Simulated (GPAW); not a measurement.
Be in GPAW: convergence with grid spacing (A)

Crystal: Be.

```
Be
1.0
    -1.25312    1.25312    1.25312
     1.25312   -1.25312    1.25312
     1.25312    1.25312   -1.25312
Be
1
Cartesian
  0.0000 0.0000 0.0000
```

This isn't the form of Be at room conditions, which is hcp.

```yaml
Program: GPAW 26.7.0
Task: convergence study
Functional: PBE
Potentials_or_basis: GPAW PAW data sets (gpaw-data 1.2.1)
Basis: fd
Grid_spacing: 0.26 Å
k_mesh: 15 × 15 × 15
Occupations: fermi-dirac, width 0.05 eV
Spin: no spin polarisation
```

These are the settings of the first run; the series varies grid spacing (A), with any setting tied to it.

Hardware: 1 thread of Arm Neoverse V2, on a shared host.

```
grid spacing (A)  energy less the tightest run, at zero smearing (meV/atom)  SCF cycles  CPU time (s)  peak memory (GiB)
            0.26                                                       8.95          10           4.9               0.12
            0.23                                                       8.95          10           4.8               0.12
             0.2                                                       8.95          10           4.9               0.12
            0.18                                                       8.95          10           5.5               0.12
            0.16                                                       0.65          10           9.4               0.15
            0.14                                                       0.65          10            11               0.15
            0.12                                                       0.00          10            21               0.21
```

Against the tightest run, the energy stays within 1 meV/atom from 0.16 on. The tightest run that finished is the yardstick and may itself not be fully converged.
